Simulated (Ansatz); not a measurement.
Crystal: Hf.

```
Hf
1.0
    -1.80500    1.80500    1.80500
     1.80500   -1.80500    1.80500
     1.80500    1.80500   -1.80500
Hf
1
Direct
  0.00000 0.00000 0.00000
```

This isn't the form of Hf at room conditions, which is hcp.

| Item | Value |
| --- | --- |
| Program | Ansatz 0.2.0 |
| Task | relaxation of cell and atoms |
| Functional | PBEsol |
| Dispersion | D4 |
| Potentials or basis | Ansatz PAW |
| Cutoff | 420 eV (not typed: the program's choice for these potentials) |
| k mesh | 10 × 10 × 10 |
| Occupations | fermi-dirac, width 0.05 eV |
| Spin | no spin polarisation |

At the start: volume 23.52 Å³/atom.

Question: How do energy, volume and symmetry change on relaxing?

Answer: It ends after 5 steps and the volume is 21.11 Å³/atom (-10.2 %); space group Im-3m (No. 229, to 0.05 Å).

The path:
```tsv
step	energy change (eV)	largest force (eV/Å)	volume (Å³)
1	0.0000	0.0000	23.52
2	-0.0676	0.0000	20.25
3	-0.0797	0.0000	21.22
4	-0.0799	0.0000	21.11
5	-0.0794	0.0000	21.11
```

Final structure:
```
Hf
1.0
    -1.74116    1.74116    1.74116
     1.74116   -1.74116    1.74116
     1.74116    1.74116   -1.74116
Hf
1
Direct
  0.00000 0.00000 0.00000
```

Caveat: the plane-wave basis is chosen anew once the cell has moved, so the energies of steps on either side of that aren't comparable; the volume moved by -10 % from the deposited cell, more than functionals usually miss; pairwise dispersion overbinds metals, which lowers pressure and volume; the PAW data sets come from PBE, with cores solved anew for the run's functional, which leaves a small shift of forces and pressure.
